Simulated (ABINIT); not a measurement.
**CdTe: single point with LDA**

**Measured values to compare with.**

From a printed reference work, data compilation, for a bulk crystal of CdTe at 0 K: band gap 1.607 eV.

The system is CdTe.

```
Te Cd
1.0
     0.00000    3.20500    3.20500
     3.20500    0.00000    3.20500
     3.20500    3.20500    0.00000
Te Cd
1 1
Direct
  0.75000 0.75000 0.75000
  0.00000 0.00000 0.00000
```

| Property | Result |
| --- | --- |
| Program | ABINIT 10.8.3 (patched build) |
| Task | single point |
| Functional | LDA |
| Potentials or basis | PseudoDojo NC SR LDA v0.4.1 standard |
| Cutoff | 1279 eV |
| k mesh | 5 × 5 × 5 |
| Occupations | fermi-dirac, width 0.05 eV |
| Spin | no spin polarisation |

| Item | Value |
| --- | --- |
| Band gap on the k mesh | 0.60 eV, direct |
| Valence electrons inside the program's atomic spheres | Te 11.98; Cd 17.16 |

Levels at points of the mesh, in eV from the valence-band top:
```tsv
k point	band 14	band 15	band 16	band 17	band 18	band 19	band 20	band 21	band 22
(0.00, 0.00, 0.00)	-8.09	-8.09	0.00	0.00	0.00	0.60	4.51	4.51	4.51
```

It took 120 s on 1 thread of Intel(R) Xeon(R) Processor @ 2.70GHz, on a shared host, peak memory 0.11 GiB.

A measured gap of CdTe is 1.607 eV (0 K; a printed reference work, data compilation); the calculated 0.60 eV misses it by -1.00 eV. So large a miss can be the level of theory's own, or it may mean another phase, state or a wrong row. Spin-orbit coupling on Cd, Te is left out. The value is that of LDA, without temperature or zero-point motion. Semilocal functionals fall short of measured gaps as a rule.

Caveat: spin-orbit coupling is left out, which moves the levels of the heavy elements.
